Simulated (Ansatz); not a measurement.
# BaTiO3: the cost of one run

The runs shown are made with Ansatz 0.2.0. PAW datasets, plane waves, zero pressure. Computed at 0 K without zero-point motion; spin polarisation is off.

**1. The structure to begin with**

It is orthorhombic, Amm2 (No. 38); a = 3.983 Å, b = 5.725 Å, c = 5.751 Å in the conventional setting, 13.11 Å³ an atom. Around Ba lie 12 O at 2.79–2.96 Å; around Ti lie 4 O at 1.87–2.00 Å; around O lie 1 Ti at 1.87 Å; around O lie 2 Ti at 2.00 Å and 4 Ba at 2.79–2.96 Å.

Coordinates:

```cif
data_structure
_symmetry_space_group_name_H-M 'P 1'
_symmetry_Int_Tables_number 1
_cell_length_a 3.9833
_cell_length_b 4.0573
_cell_length_c 4.0573
_cell_angle_alpha 89.745
_cell_angle_beta 90.000
_cell_angle_gamma 90.000
_cell_volume 65.57
loop_
_atom_site_label
_atom_site_type_symbol
_atom_site_fract_x
_atom_site_fract_y
_atom_site_fract_z
_atom_site_occupancy
Ba1 Ba 0.00000 0.00341 0.00341 1
Ti1 Ti 0.50000 0.51850 0.51850 1
O1 O 0.50000 0.97843 0.49135 1
O2 O 0.50000 0.49135 0.97843 1
O3 O 0.00000 0.48820 0.48820 1
```

**2. Relaxation with PBE**

The input, input.yaml:

```yaml
crystal:
  lattice:
    - [3.98333387, 0.0, 0.0]
    - [0.0, 2.8625951084, 2.875339531]
    - [0.0, -2.8625951084, 2.875339531]
  atoms:
    - { symbol: Ba, position: [0.0, 0.00341385, 0.00341385] }
    - { symbol: Ti, position: [0.5, 0.51850382, 0.51850382] }
    - { symbol: O, position: [0.5, 0.97842567, 0.4913519] }
    - { symbol: O, position: [0.5, 0.4913519, 0.97842567] }
    - { symbol: O, position: [0.0, 0.48820476, 0.48820476] }
kpoints:
  mp_grid: { grid: [6, 6, 6] }
hamiltonian:
  xc: pbe
scf:
  occupations: { method: fermi_dirac, width: 0.02 }
relax:
  f_tol: 0.005
  cell: {}
```

On the command line:

```
ansatz run input.yaml --threads 4 --pin off --max-ram 6451MiB --backend cpu --events-out ev --progress --plain --runs-dir out
```

**Question.** How long does this run take on 4 threads of Arm Neoverse V1, shared host, and how much memory does it need?

About 25 s, with a peak of 0.4 GiB.
